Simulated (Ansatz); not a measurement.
# SiC (Moissanite 6H): the cost of one run

Computed with Ansatz 0.2.0 (DFT PBEsol, scalar-relativistic, plane waves, PAW, unless a step's input says otherwise).

The COD entry's cell or inner coordinates are ideal or old and differ from later refinements, so a difference from it is no clean test against experiment.

1 further run of the same task is left out (set aside as unsound or not needed).

## (1) The system as given

Symmetry: P6_3mc, No. 186, hexagonal system. Conventional cell: a = 3.079 Å, b = 3.079 Å, c = 15.108 Å, α = 90.00°, β = 90.00°, γ = 120.00°. Around Si (site symmetry 3m) lie 4 C at 1.89 Å. Around Si (site symmetry 3m) lie 4 C at 1.88 to 1.89 Å. Around C (site symmetry 3m) lie 4 Si at 1.88 to 1.89 Å. Around C (site symmetry 3m) lie 4 Si at 1.89 Å.

As a file:

```cif
data_structure
_symmetry_space_group_name_H-M 'P6_3mc'
_symmetry_Int_Tables_number 186
_cell_length_a 3.0791
_cell_length_b 3.0791
_cell_length_c 15.1077
_cell_angle_alpha 90.000
_cell_angle_beta 90.000
_cell_angle_gamma 120.000
_cell_volume 124.04
loop_
_atom_site_label
_atom_site_type_symbol
_atom_site_symmetry_multiplicity
_atom_site_Wyckoff_symbol
_atom_site_fract_x
_atom_site_fract_y
_atom_site_fract_z
_atom_site_occupancy
Si1 Si 2 a 0.00000 0.00000 0.12503 1
Si2 Si 2 b 0.33333 0.66667 0.29182 1
Si3 Si 2 b 0.33333 0.66667 0.95831 1
C1 C 2 a 0.00000 0.00000 0.99969 1
C2 C 2 b 0.33333 0.66667 0.16683 1
C3 C 2 b 0.33333 0.66667 0.83332 1
```

This cell was relaxed beforehand with the same method: volume 10.34 Å³/atom, gap on the mesh 1.92 eV.

## (2) Relaxing to 0.001 eV/Å

Response runs need a geometry at rest under their own mesh and occupations; hence this stricter relaxation.

input.yaml reads:

```yaml
crystal:
  lattice:
    - [3.0790874996, 0.0, 0.0]
    - [-1.5395437498, 2.6665679952, 0.0]
    - [0.0, 0.0, 15.107694309]
  atoms:
    - { symbol: Si, position: [0.0, 0.0, 0.1250346186] }
    - { symbol: Si, position: [0.0, 0.0, 0.6250346186] }
    - { symbol: Si, position: [0.3333333333, 0.6666666667, 0.2918199952] }
    - { symbol: Si, position: [0.6666666667, 0.3333333333, 0.7918199952] }
    - { symbol: Si, position: [0.3333333333, 0.6666666667, 0.9583138721] }
    - { symbol: Si, position: [0.6666666667, 0.3333333333, 0.4583138721] }
    - { symbol: C, position: [0.0, 0.0, -0.000314225] }
    - { symbol: C, position: [0.0, 0.0, 0.499685775] }
    - { symbol: C, position: [0.3333333333, 0.6666666667, 0.1668262172] }
    - { symbol: C, position: [0.6666666667, 0.3333333333, 0.6668262172] }
    - { symbol: C, position: [0.3333333333, 0.6666666667, 0.8333195219] }
    - { symbol: C, position: [0.6666666667, 0.3333333333, 0.3333195219] }
basis:
  ecutwfc: 420
kpoints:
  mp_grid: { grid: [12, 12, 2] }
hamiltonian:
  xc: pbesol
scf:
  occupations: { method: fixed }
output:
  forces: true
  stress: true
  eigenvalues: true
relax:
  adjacent_minimum: "off"
  f_tol: 0.001
  max_steps: 60
  cell: { stress_tol: 0.01 }
```

On the command line:

```console
> ansatz run input.yaml --threads 4 --pin off --max-ram 10240MiB --backend cpu --events-out ev --progress --plain --runs-dir out
```

Q: Estimate wall time and peak memory on 4 threads of Intel Xeon 6975P-C (Granite Rapids), shared host.

About 8.5 s, with a peak of 0.56 GiB.
